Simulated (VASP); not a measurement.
# TiAl (Pm-3m) in VASP: a series of runs

Runs on TiAl. Level: RPBE. Tasks: single point.

Program: VASP 6.6.1. These are calculated values, not measurements. Logs are shortened: lines on timing, memory, paths and dates and some standing lists are left out, and cuts for length are marked.

### Step 1. The structure

It takes space group Pm-3m (No. 221, cubic). Conventional cell: a = 3.179 Å, b = 3.179 Å, c = 3.179 Å, α = 90.00°, β = 90.00°, γ = 90.00°. Ti (site symmetry m-3m) is surrounded by 8 Al at 2.75 Å. Al (site symmetry m-3m) is surrounded by 8 Ti at 2.75 Å.

The cell comes from a database or a generator and needn't be the stable form of this composition.

### Step 2. Single point, RPBE

The input, INCAR:

```
SYSTEM = TiAl
  PREC = Accurate
  ENCUT = 520
  EDIFF = 1E-6
  ISMEAR = 0
  SIGMA = 0.02
  LREAL = .FALSE.
  LASPH = .TRUE.
  NELM = 60
  ALGO = Normal
  ISIF = 2
  LWAVE = .FALSE.
  LCHARG = .FALSE.
  GGA = RP
  NBANDS = 14
```

The input, KPOINTS:

```
Automatic mesh
0
G
  8 8 8
  0 0 0
```

The input, POSCAR:

```
TiAl
1.0
    3.1790640000      0.0000000000      0.0000000000
    0.0000000000      3.1790640000      0.0000000000
    0.0000000000      0.0000000000      3.1790640000
Ti Al
1 1
Direct
    0.0000000000      0.0000000000      0.0000000000
    0.5000000000      0.5000000000      0.5000000000
```

Potentials or basis: VASP PAW PBE potentials, release 64 (Ti_sv, Al).

Launch:

```console
cat potpaw_PBE.64/Ti_sv/POTCAR potpaw_PBE.64/Al/POTCAR > POTCAR
mpirun -np 1 vasp_std > vasp.out
```

OUTCAR:

```text
SYSTEM = TiAl
   PREC = Accurate
   ENCUT = 520
   EDIFF = 1E-6
   ISMEAR = 0
   LREAL = .FALSE.
   LASPH = .TRUE.
   NELM = 60
   ISIF = 2
   GGA = RP

 ion  position               nearest neighbor table
   1  0.000  0.000  0.000-   2 2.75   2 2.75   2 2.75   2 2.75   2 2.75   2 2.75   2 2.75   2 2.75

   2  0.500  0.500  0.500-   1 2.75   1 2.75   1 2.75   1 2.75   1 2.75   1 2.75   1 2.75   1 2.75

  LATTYP: Found a simple cubic cell.
 ALAT       =     3.1790640000

  Lattice vectors:

 A1 = (   3.1790640000,   0.0000000000,   0.0000000000)
 A2 = (   0.0000000000,   3.1790640000,   0.0000000000)
 A3 = (   0.0000000000,   0.0000000000,   3.1790640000)

Analysis of symmetry for initial positions (statically):
=====================================================================
 Subroutine PRICEL returns:
 Original cell was already a primitive cell.

 Routine SETGRP: Setting up the symmetry group for a
 simple cubic supercell.

 Subroutine GETGRP returns: Found 48 space group operations
 (whereof 48 operations were pure point group operations)
 out of a pool of 48 trial point group operations.

The static configuration has the point symmetry O_h .

Analysis of symmetry for dynamics (positions and initial velocities):
=====================================================================
 Subroutine PRICEL returns:
 Original cell was already a primitive cell.

 Routine SETGRP: Setting up the symmetry group for a
 simple cubic supercell.

 Subroutine GETGRP returns: Found 48 space group operations
 (whereof 48 operations were pure point group operations)
 out of a pool of 48 trial point group operations.

The dynamic configuration has the point symmetry O_h .

 Subroutine INISYM returns: Found 48 space group operations
 (whereof 48 operations are pure point group operations),
 and found     1 'primitive' translations

----------------------------------------------------------------------------------------

                                     Primitive cell

  volume of cell :      32.1290

  direct lattice vectors                    reciprocal lattice vectors
     3.179064000  0.000000000  0.000000000     0.314557996  0.000000000  0.000000000
     0.000000000  3.179064000  0.000000000     0.000000000  0.314557996  0.000000000
     0.000000000  0.000000000  3.179064000     0.000000000  0.000000000  0.314557996

  length of vectors
     3.179064000  3.179064000  3.179064000     0.314557996  0.314557996  0.314557996

  position of ions in fractional coordinates (direct lattice)
     0.000000000  0.000000000  0.000000000
     0.500000000  0.500000000  0.500000000

  ion indices of the primitive-cell ions
   primitive index   ion index
                 1           1
                 2           2

----------------------------------------------------------------------------------------

 KPOINTS: Automatic mesh

Automatic generation of k-mesh.
 Grid dimensions read from file:
 generate k-points for:    8    8    8

 Generating k-lattice:

  Cartesian coordinates                     Fractional coordinates (reciprocal lattice)
     0.039319749  0.000000000  0.000000000     0.125000000  0.000000000  0.000000000
     0.000000000  0.039319749  0.000000000     0.000000000  0.125000000  0.000000000
     0.000000000  0.000000000  0.039319749     0.000000000  0.000000000  0.125000000

  Length of vectors
     0.039319749  0.039319749  0.039319749

  Shift w.r.t. Gamma in fractional coordinates (k-lattice)
     0.000000000  0.000000000  0.000000000

 Subroutine IBZKPT returns following result:
 ===========================================

 Found     35 irreducible k-points:

 Following reciprocal coordinates:
            Coordinates               Weight
  0.000000  0.000000  0.000000      1.000000
  0.125000  0.000000  0.000000      6.000000
  0.250000  0.000000  0.000000      6.000000
  0.375000  0.000000  0.000000      6.000000
  0.500000  0.000000  0.000000      3.000000
  0.125000  0.125000  0.000000     12.000000
[... 16 lines left out ...]
  0.375000  0.375000  0.125000     24.000000
  0.500000  0.375000  0.125000     24.000000
 [... further k-points ...]
   k-points           NKPTS =     35   k-points in BZ     NKDIM =     35   number of bands    NBANDS=     14
   number of dos      NEDOS =    301   number of ions     NIONS =      2
   total plane-waves  NPLWV =  13824
   dimension x,y,z NGX =    24 NGY =   24 NGZ =   24
   dimension x,y,z NGXF=    48 NGYF=   48 NGZF=   48
   ions per type =               1   1
   NGX,Y,Z   is equivalent  to a cutoff of  12.55, 12.55, 12.55 a.u.
   NGXF,Y,Z  is equivalent  to a cutoff of  25.10, 25.10, 25.10 a.u.
 SYSTEM =  TiAl
   PREC   = accura    normal or accurate (medium, high low for compatibility)
   ISTART =      0    job   : 0-new  1-cont  2-samecut
   ICHARG =      2    charge: 1-file 2-atom 10-const
   ISPIN  =      1    spin polarized calculation?
   LNONCOLLINEAR =      F non collinear calculations
   LSORBIT =      F    spin-orbit coupling
   LASPH  =      T    aspherical Exc in radial PAW
   ENCUT  =  520.0 eV  38.22 Ry    6.18 a.u.   5.91  5.91  5.91*2*pi/ulx,y,z
   NELM   =     60;   NELMIN=  2; NELMDL= -5     # of ELM steps
   EDIFF  = 0.1E-05   stopping-criterion for ELM
   LREAL  =      F    real-space projection
   EDIFFG = 0.1E-04   stopping-criterion for IOM
   NSW    =      0    number of steps for IOM
   IBRION =     -1    ionic relax: 0-MD 1-quasi-New 2-CG
   NFREE  =      0    steps in history (QN), initial steepest desc. (CG)
   ISIF   =      2    stress and relaxation
   ISYM   =      2    0-nonsym 1-usesym 2-fastsym
   POTIM  = 0.5000    time-step for ionic-motion
   TEBEG  =    0.0;   TEEND  =   0.0 temperature during run
   PSTRESS=    0.0 pullay stress
   NELECT =      15.0000    total number of electrons
   NUPDOWN=      -1.0000    fix difference up-down
   EMIN   =  10.00;   EMAX   =-10.00  energy-range for DOS
   EFERMI =   0.00;   METHOD = LEGACY
   ISMEAR =     0;   SIGMA  =   0.02  broadening in eV -4-tet -1-fermi 0-gaus
   EFERMI_NEDOS =   21; number of points for ismear=-14 and -15
   IALGO  =     38    algorithm
   IMIX   =      4    mixing-type and parameters
     AMIX     =   0.40;   BMIX     =  1.00
     AMIX_MAG =   1.60;   BMIX_MAG =  1.00
  volume/ion in A,a.u.               =      16.06       108.41
  Fermi-wavevector in a.u.,A,eV,Ry     =   1.270007  2.399964 21.945065  1.612917
  Thomas-Fermi vector in A             =   2.403017
   LORBIT       =      0    0 simple, 1 ext, 2 COOP (PROOUT), +10 PAW based schemes
   GGA     = RP    functional components
   LHFCALC =     F    Hartree Fock is set to
   AEXX    =    0.0000 exact exchange contribution
   IVDW    =     0    specifies the selected vdW correction
   LEPSILON=     F    determine dielectric tensor
   LRPA    =     F    only Hartree local field effects (RPA)
 non-spin polarized calculation
 Gauss-broadening in eV      SIGMA  =   0.02
  energy-cutoff  :      520.00
  volume of cell :       32.13
 maximum number of plane-waves:       912
 NGX is ok and might be reduce to    24
   NGX = 11   NGY = 11   NGZ = 11

 number of electron      14.9999994 magnetization

 Free energy of the ion-electron system (eV)
  ---------------------------------------------------
  ext. energy  EPLUGINS =         0.00000000
  ---------------------------------------------------
  free energy    TOTEN  =       -11.44318855 eV

  energy without entropy =      -11.44196628  energy(sigma->0) =      -11.44257742

 E-fermi :   8.8878     XC(G=0): -10.9993

 val. band max:        8.8772880204   @ k =   0.3750   0.1250   0.1250
 cond. band min:       8.8972437126   @ k =   0.5000   0.3750   0.2500
 fundamental gap:      0.0199556922
 Fermi energy:         8.8877907100

 k-point     1 :       0.0000    0.0000    0.0000
  band No.  band energies     occupation
      1     -48.1380      2.00000
      2     -24.2702      2.00000
      3     -24.2702      2.00000
      4     -24.2702      2.00000
      5      -0.4024      2.00000
      6       7.4416      2.00000
      7       7.4417      2.00000
      8      10.7230      0.00000
      9      10.7230      0.00000
     10      10.7230      0.00000
     11      13.3099      0.00000
     12      13.3099      0.00000
     13      13.3099      0.00000
     14      17.6294      0.00000

 k-point     2 :       0.1250    0.0000    0.0000
  band No.  band energies     occupation
      1     -48.1358      2.00000
      2     -24.2953      2.00000
      3     -24.2681      2.00000
      4     -24.2681      2.00000
      5      -0.1542      2.00000
      6       7.2867      2.00000
      7       7.5528      2.00000
      8      10.3396      0.00000
      9      10.3397      0.00000
     10      10.7520      0.00000
     11      12.4525      0.00000
     12      13.8767      0.00000
     13      13.8767      0.00000
     14      17.3065      0.00000

 k-point     3 :       0.2500    0.0000    0.0000
  band No.  band energies     occupation
      1     -48.1307      2.00000
      2     -24.3555      2.00000
      3     -24.2628      2.00000
      4     -24.2628      2.00000
      5       0.5694      2.00000
      6       6.4965      2.00000
      7       7.8455      2.00000
      8       9.7016      0.00000
      9       9.7016      0.00000
     10      10.8231      0.00000
     11      11.6436      0.00000
     12      15.0886      0.00000
     13      15.0886      0.00000
     14      16.5095      0.00000
[... 324 lines left out ...]
 k-point    23 :       0.3750    0.3750    0.1250
  band No.  band energies     occupation
      1     -48.1114      2.00000
      2     -24.3939      2.00000
      3     -24.3914      2.00000
      4     -24.2679      2.00000
      5       3.3641      2.00000
      6       6.2288      2.00000
      7       6.7287      2.00000
      8       8.5786      2.00000
      9       9.6170      0.00000
     10       9.8349      0.00000
     11      11.8694      0.00000
     12      13.4044      0.00000
     13      14.7982      0.00000
     14      16.1051      0.00000

 k-point    24 :       0.5000    0.3750    0.1250
  band No.  band energies     occupation
      1     -48.1093      2.00000
      2     -24.4159      2.00000
      3     -24.3894      2.00000
      4     -24.2656      2.00000
      5       3.8385      2.00000
      6       5.8513      2.00000
      7       6.9132      2.00000
      8       8.3032      2.00000
      9       9.8002      0.00000
     10       9.8246      0.00000
     11      11.7344      0.00000
     12      13.6017      0.00000
     13      13.9871      0.00000
     14      16.3115      0.00000

 [... further k-points ...]

------------------------ aborting loop because EDIFF is reached ----------------------------------------

  FORCE on cell =-STRESS in cart. coord.  units (eV):
  Direction    XX          YY          ZZ          XY          YZ          ZX
  --------------------------------------------------------------------------------------
  -------------------------------------------------------------------------------------
  Total        0.6551743      0.6551743      0.6551743      0.0000000     -0.0000000      0.0000000
  in kB       32.6715413     32.6715413     32.6715413      0.0000000     -0.0000000      0.0000000
  external PRESSURE =      32.6715413 kB  Pullay stress =       0.0000000 kB

 VOLUME and BASIS-vectors are now :
 -----------------------------------------------------------------------------
  energy-cutoff  :      520.00
  volume of cell :       32.13
      direct lattice vectors                 reciprocal lattice vectors
     3.179064000  0.000000000  0.000000000     0.314557996  0.000000000  0.000000000
     0.000000000  3.179064000  0.000000000     0.000000000  0.314557996  0.000000000
     0.000000000  0.000000000  3.179064000     0.000000000  0.000000000  0.314557996

 POSITION                                       TOTAL-FORCE (eV/Angst)
 -----------------------------------------------------------------------------------
      0.00000      0.00000      0.00000         0.000000      0.000000      0.000000
      1.58953      1.58953      1.58953         0.000000      0.000000      0.000000
 -----------------------------------------------------------------------------------
    total drift:                                0.000000      0.000000      0.000000

  FREE ENERGIE OF THE ION-ELECTRON SYSTEM (eV)
  ---------------------------------------------------
  free  energy   TOTEN  =       -11.4431885515 eV

  energy  without entropy=      -11.4419662830  energy(sigma->0) =      -11.44257742
```

It took 6.4 s on 1 thread of Intel Xeon Platinum 8488C (Sapphire Rapids), shared host; peak memory 0.14 GiB.

What came out:

```yaml
Free_energy: -11.4432 eV
Pressure: 3.3 GPa
Band_gap_on_the_k_mesh: none (metal or under the smearing width)
```

Caveat: the PAW data sets were made with another functional, which shifts forces and pressure a little.

### Step 3. Single point, RPBE

The input, run.py:

```python
from ase.calculators.vasp import Vasp
from ase.dft.bandgap import bandgap
from ase.spacegroup import crystal

atoms = crystal(
    ['Ti', 'Al'],
    basis=[[0.0, 0.0, 0.0], [0.5, 0.5, 0.5]],
    spacegroup=221,
    setting=1,
    cellpar=[3.179064, 3.179064, 3.179064, 90.0, 90.0, 90.0],
    primitive_cell=True,
)
calc = Vasp(
    directory='calc',
    xc='rpbe',
    pp='PBE',
    setups='recommended',
    prec='Accurate',
    encut=520,
    ediff=1e-06,
    ismear=0,
    sigma=0.02,
    lreal=False,
    lasph=True,
    nelm=80,
    algo='Normal',
    isif=2,
    lwave=False,
    lcharg=True,
    lelf=True,
    lvhar=True,
    kpts=[8, 8, 8],
    gamma=True,
)
atoms.calc = calc

print('energy (eV):', atoms.get_potential_energy())
print('free energy (eV):', atoms.get_potential_energy(force_consistent=True))
print('forces (eV/A):')
print(atoms.get_forces())
print('stress (eV/A^3, Voigt):', atoms.get_stress())
print('Fermi level (eV):', calc.get_fermi_level())
gap, top, bottom = bandgap(calc)
print('band gap (eV):', gap, 'from (spin, k, band)', top, 'to', bottom)
```

Potentials or basis: VASP PAW PBE potentials, release 64 (Ti_sv, Al).

Launch:

```console
python run.py
```

Wall time 9.2 s (1 thread of Intel Xeon Platinum 8488C (Sapphire Rapids), shared host); peak memory 0.14 GiB.

It converged, with:

```yaml
Free_energy: -11.4432 eV
Pressure: 3.3 GPa
Band_gap_on_the_k_mesh: none (metal or under the smearing width)
```

Levels at points of the mesh, in eV from the Fermi level:
| k point | band 5 | band 6 | band 7 | band 8 | band 9 | band 10 |
| --- | --- | --- | --- | --- | --- | --- |
| (0.00, 0.00, 0.00) | -9.29 | -1.45 | -1.45 | 1.84 | 1.84 | 1.84 |
| (0.50, 0.00, 0.00) | -6.05 | -5.21 | -0.55 | 0.18 | 0.18 | 2.04 |
| (0.50, 0.50, 0.00) | -5.00 | -2.14 | -2.14 | -1.47 | 0.74 | 0.74 |
| (0.50, 0.50, 0.50) | -3.09 | -3.09 | -3.09 | 0.70 | 2.80 | 2.88 |

Caveat: the PAW data sets were made with another functional, which shifts forces and pressure a little.
